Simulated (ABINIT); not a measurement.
# Ti (Fm-3m) in ABINIT: settings compared, part 2 of 2

ABINIT 10.8.3 (patched build).

### Step 3. Single point, LDA

Input file run.abi:

```
# Pseudopotentials
pp_dirpath "./"
pseudos "Ti.GGA_PBE-JTH.xml"

# Structure
acell 2.8708535316 2.8708535316 2.8708535316 Angstrom
rprim
     0.0000000000     0.7071067812     0.7071067812
     0.7071067812     0.0000000000     0.7071067812
     0.7071067812     0.7071067812     0.0000000000
ntypat 1
znucl 22
natom 1
typat 1
xred
     0.0000000000     0.0000000000     0.0000000000

# Plane-wave basis
ecut 18.0
pawecutdg 36.0

# k points
kptopt 1
ngkpt 11 11 11
nshiftk 1
shiftk 0.0 0.0 0.0

# Exchange and correlation
ixc 7

# Bands and occupations
nband 10
occopt 3
tsmear 0.00183747

# SCF cycle
nstep 100
tolvrs 1.0e-9

# Output
iomode 3
prtwf 0
prtden 0
prteig 0
prtebands 0
enunit 1
```

Potentials or basis: JTH PAW PBE v2.0.

Started as:

```bash
> abinit run.abi > log 2>&1
```

Wall time 7.3 s (1 thread of Arm Neoverse V1, shared host); peak memory 0.07 GiB.

The run converged. Its results:

```
Free energy                                           : -1597.4278 eV
Pressure                                              : -4.8 GPa
Band gap on the k mesh                                : none (metal or under the smearing width)
Valence electrons inside the program's atomic spheres : Ti 10.22 (radii [1.2214] Å)
```

Levels at points of the mesh, in eV from the Fermi level:
```tsv
k point	band 3	band 4	band 5	band 6	band 7	band 8	band 9	band 10
(0.00, 0.00, 0.00)	-32.15	-32.15	-6.10	0.87	0.87	0.87	2.57	2.57
```

Caveat: the PAW data sets were made with another functional, which shifts forces and pressure a little.

### Step 4. Single point, PBEsol

run.abi, as its differences from that of step 3:

```diff
@@ -20,2 +20,3 @@
 pawecutdg 36.0
+pawxcdev 0
 
@@ -28,3 +29,3 @@
 # Exchange and correlation
-ixc 7
+ixc -116133
```

Potentials or basis: JTH PAW PBE v2.0.

Started as:

```bash
> abinit run.abi > log 2>&1
```

run.abo:

```text
.Version 10.8.3 of ABINIT
 Symmetries : space group Fm -3 m (#225); Bravais cF (face-center cubic)
================================================================================
 Values of the parameters that define the memory need of the present run
     intxc =       0    ionmov =       0      iscf =      17    lmnmax =      18
     lnmax =       6     mgfft =      24  mpssoang =       3    mqgrid =    3001
     natom =       1  nloc_mem =       2    nspden =       1   nspinor =       1
    nsppol =       1      nsym =      48    n1xccc =       1    ntypat =       1
    occopt =       3   xclevel =       2
       mpw =         428          nfft =       13824          nkpt =          56
 PAW method is used; the additional fine FFT grid is defined by:
   mgfftf=        30    nfftf =     27000
================================================================================
================================================================================

--------------------------------------------------------------------------------
------------- Echo of variables that govern the present computation ------------
--------------------------------------------------------------------------------
 -outvars: echo values of preprocessed input variables --------
            acell      5.4251269223E+00  5.4251269223E+00  5.4251269223E+00 Bohr
              amu      4.78800000E+01
             ecut      1.80000000E+01 Hartree
           enunit           1
                       outvar_i_n : Printing only first  50 k-points.
              ixc     -116133
                       outvar_i_n : Printing only first  50 k-points.
         kptrlatt       11    0    0      0   11    0      0    0   11
          kptrlen      5.96763961E+01
            natom           1
            nband          10
            ngfft          24      24      24
          ngfftdg          30      30      30
             nkpt          56
            nstep         100
             nsym          48
           ntypat           1
                       prtocc : prtvol=0, do not print more k-points.
           occopt           3
        pawecutdg      3.60000000E+01 Hartree
         pawxcdev           0
           prtden           0
        prtebands           0
           prteig           0
            prtwf           0
            rprim      0.0000000000E+00  7.0710678120E-01  7.0710678120E-01
                       7.0710678120E-01  0.0000000000E+00  7.0710678120E-01
                       7.0710678120E-01  7.0710678120E-01  0.0000000000E+00
          spgroup         225
           tolvrs      1.00000000E-09
           tsmear      1.83747000E-03 Hartree
[... 128 lines left out ...]
 frms,max,avg= 0.0000000E+00 0.0000000E+00   0.000E+00  0.000E+00  0.000E+00 h/b

 cartesian forces (eV/Angstrom) at end:
    1     -0.00000000000000    -0.00000000000000    -0.00000000000000
 frms,max,avg= 0.0000000E+00 0.0000000E+00   0.000E+00  0.000E+00  0.000E+00 e/A
 length scales=  5.425126922319  5.425126922319  5.425126922319 bohr
              =  2.870853531600  2.870853531600  2.870853531600 angstroms
 Fermi (or HOMO) energy (eV) =   7.85278   Average Vxc (eV)= -11.29908
 Eigenvalues (   eV  ) for nkpt=  56  k points:
 kpt#   1, nband= 10, wtk=  0.00075, kpt=  0.0000  0.0000  0.0000 (reduced coord)
 -48.51010  -24.43163  -24.43163  -24.43163    1.67931    8.76071    8.76071    8.76071
  10.47890   10.47890
 prteigrs : prtvol=0 or 1, do not print more k-points.

--- !EnergyTerms
iteration_state     : {dtset: 1, }
comment             : Components of total free energy in Hartree
kinetic             :  7.75439424327182E+00
hartree             :  1.12234158837486E+01
xc                  : -3.21751076867646E+00
Ewald energy        : -4.30262871087557E+01
psp_core            :  2.70975862394395E+00
local_psp           : -3.38661149458147E+01
PAW spherical_terms : -1.68308398983652E-01
internal            : -5.85906524712661E+01
'-kT*entropy'       : -4.02258305395023E-04
total_energy        : -5.85910547295715E+01
total_energy_eV     : -1.59434382080578E+03
...

--- !EnergyTermsDC
iteration_state     : {dtset: 1, }
comment             : '"Double-counting" decomposition of free energy'
band_energy         : -8.09710090441476E+00
Ewald energy        : -4.30262871087557E+01
psp_core            :  2.70975862394395E+00
xc_dc               : -1.08249772071762E+01
PAW spherical_terms :  6.47951738957222E-01
internal            : -5.85906548574454E+01
'-kT*entropy'       : -4.02258305395023E-04
total_energy_dc     : -5.85910571157508E+01
total_energy_dc_eV  : -1.59434388573703E+03
...

--- !EnergyTermsWithPAWCore
iteration_state     : {dtset: 1, }
comment             : 'Components of total free energy, including PAW core contributions'
Total energy        : -8.52861690110565E+02
Total energy DC     : -8.52861692496744E+02
Total energy (eV)   : -2.32075488639987E+04
Total energy DC (eV): -2.32075489289300E+04
...

 Cartesian components of stress tensor (hartree/bohr^3)
  sigma(1 1)=  9.93383544E-06  sigma(3 2)=  0.00000000E+00
  sigma(2 2)=  9.93383544E-06  sigma(3 1)=  0.00000000E+00
  sigma(3 3)=  9.93383544E-06  sigma(2 1)=  0.00000000E+00

-Cartesian components of stress tensor (GPa)         [Pressure= -2.9226E-01 GPa]
- sigma(1 1)=  2.92263529E-01  sigma(3 2)=  0.00000000E+00
- sigma(2 2)=  2.92263529E-01  sigma(3 1)=  0.00000000E+00
- sigma(3 3)=  2.92263529E-01  sigma(2 1)=  0.00000000E+00

== END DATASET(S) ==============================================================
================================================================================

 -outvars: echo values of variables after computation  --------
            acell      5.4251269223E+00  5.4251269223E+00  5.4251269223E+00 Bohr
           etotal     -5.8591057116E+01
            fcart     -0.0000000000E+00 -0.0000000000E+00 -0.0000000000E+00
            rprim      0.0000000000E+00  7.0710678120E-01  7.0710678120E-01
                       7.0710678120E-01  0.0000000000E+00  7.0710678120E-01
                       7.0710678120E-01  7.0710678120E-01  0.0000000000E+00
           strten      9.9338354372E-06  9.9338354372E-06  9.9338354372E-06
                       0.0000000000E+00  0.0000000000E+00  0.0000000000E+00
 Calculation completed.
```

Wall time 11 s (1 thread of Arm Neoverse V1, shared host); peak memory 0.09 GiB.

Results:

```yaml
Free_energy: -1594.3439 eV
Pressure: -0.3 GPa
Band_gap_on_the_k_mesh: none (metal or under the smearing width)
Valence_electrons_inside_the_program's_atomic_spheres: Ti 10.20 (radii [1.2214] Å)
```

Levels at points of the mesh, in eV from the Fermi level:
| k point | band 4 | band 5 | band 6 | band 7 | band 8 | band 9 |
| --- | --- | --- | --- | --- | --- | --- |
| (0.00, 0.00, 0.00) | -32.28 | -6.17 | 0.91 | 0.91 | 0.91 | 2.63 |

Caveat: the PAW data sets were made with another functional, which shifts forces and pressure a little.

### Step 5. The runs side by side

```tsv
level	gap on the mesh (eV)	pressure (GPa)
PBE	none	4.3
LDA	none	-4.8
PBEsol	none	-0.3
```

Alike in all rows: task single point; potentials or basis JTH PAW PBE v2.0; no spin polarisation; cell as given; k mesh 11 × 11 × 11; cutoff (eV) 490; smearing fermi-dirac 0.05 eV.

Every run on the cell as given and a fine mesh finds a metal. The pressure there spans -4.8 GPa (LDA) to 4.3 GPa (PBE); a positive pressure means that this level wants a larger cell, a negative one a smaller.

Caveats: the PAW data sets were made with another functional, which shifts forces and pressure a little (some runs).

Absolute energies hang on the potentials; compare differences alone.
